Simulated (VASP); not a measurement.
The system is BaS.

```xyz
2
Lattice="3.8338 0.0000 0.0000 0.0000 3.8338 0.0000 0.0000 0.0000 3.8338" Properties=species:S:1:pos:R:3 pbc="T T T"
Ba    0.0000    0.0000    0.0000
S     1.9169    1.9169    1.9169
```

The cell was built by a generator and needn't be a form met in nature.

Base run:

```yaml
Program: VASP 6.6.1
Functional: r2SCAN
Potentials_or_basis: VASP PAW PBE potentials, release 64 (Ba_sv, S)
Cutoff: 520 eV
k_mesh: 4 × 4 × 4
Occupations: gaussian, width 0.01 eV
Spin: no spin polarisation
```

Its results: band gap on the k mesh 1.80 eV, indirect (least direct gap 1.90 eV); pressure 1.0 GPa.

Question: The run is repeated on the same cell with these changes: functional from r2SCAN to HSE06. What comes out?

Answer: Band gap on the k mesh 2.34 eV, indirect (least direct gap 2.46 eV); pressure 0.5 GPa.

HSE06 gives the wider gap, since exact exchange removes part of the self-interaction.

Caveats: the PAW data sets were made with another functional, which shifts forces and pressure a little; spin-orbit coupling is left out, which moves the levels of the heavy elements.

A k mesh can miss the band edges.
